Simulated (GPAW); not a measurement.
Crystal: LiCl.

```xyz
2
Lattice="0.0000 2.5648 2.5648 2.5648 0.0000 2.5648 2.5648 2.5648 0.0000" Properties=species:S:1:pos:R:3 pbc="T T T"
Cl    2.5648    2.5648    2.5648
Li    0.0000    0.0000    0.0000
```

* Program: GPAW 26.7.0
* Task: single point
* Functional: PBE
* Potentials or basis: GPAW PAW data sets (gpaw-data 1.2.1)
* Cutoff: 800 eV
* Basis: pw
* k mesh: 9 × 9 × 9
* Occupations: fermi-dirac, width 0.05 eV
* Spin: no spin polarisation

On this cell: pressure 0.5 GPa; largest force zero by symmetry; band gap on the k mesh 6.32 eV, direct.

The same run follows on a disturbed copy (atoms moved at random, drawn with an rms of 0.05 Å):

```xyz
2
Lattice="0.0000 2.5648 2.5648 2.5648 0.0000 2.5648 2.5648 2.5648 0.0000" Properties=species:S:1:pos:R:3 pbc="T T T"
Cl    2.5691    2.5031    2.6018
Li   -0.0491    0.0281   -0.0393
```

Question: What changes?

Answer: The energy moves by +3.0 meV/atom; pressure 0.7 GPa; largest force 0.095 eV/Å; band gap on the k mesh 6.31 eV, direct.

Forces in eV/Å, atoms in the order of the input:
```
Cl  -0.037  0.068 -0.056
Li   0.037 -0.068  0.056
```

Stress tensor (GPa, compression positive):
```
 0.60  0.01 -0.01
 0.01  0.84  0.02
-0.01  0.02  0.74
```

Caveats: an odd mesh through Γ misses points on the zone boundary, where band edges often lie.
